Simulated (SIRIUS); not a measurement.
Crystal: PbS.

```xyz
2
Lattice="2.1127 1.2197 3.4519 -2.1127 1.2197 3.4519 0.0000 -2.4395 3.4519" Properties=species:S:1:pos:R:3 pbc="T T T"
Pb    0.0000    0.0000   10.1545
S     0.0000    0.0000    4.9193
```

The cell is a database's computed one.

| Quantity | Value |
| --- | --- |
| Program | SIRIUS 7.12.0 |
| Task | single point |
| Functional | PBE |
| Potentials or basis | all-electron FP-LAPW |
| Cutoff | 158 eV |
| Basis | apw+lo standard |
| k mesh | 8 × 8 × 8 |
| Occupations | fermi-dirac, width 0.05 eV |
| Spin | no spin polarisation |

On this cell: largest force 0.021 eV/Å; band gap on the k mesh 0.46 eV, direct.

The same run follows on a disturbed copy (atoms moved at random):

```
Pb S
1.0
     2.11266    1.21975    3.45192
    -2.11266    1.21975    3.45192
     0.00000   -2.43949    3.45192
Pb S
1 1
Direct
  0.98892 0.97674 0.98424
  0.49037 0.47636 0.46869
```

Question: What changes?

Answer: The energy moves by +0.1 meV/atom; largest force 0.024 eV/Å; band gap on the k mesh 0.45 eV, direct.

Forces on the atoms (eV/Å):
```
Pb   0.001  0.015 -0.019
S   -0.001 -0.013  0.017
```

Caveats: spin-orbit coupling is left out, which as a rule narrows the gap of such compounds by several tenths of an eV.

A k mesh can miss the band edges.
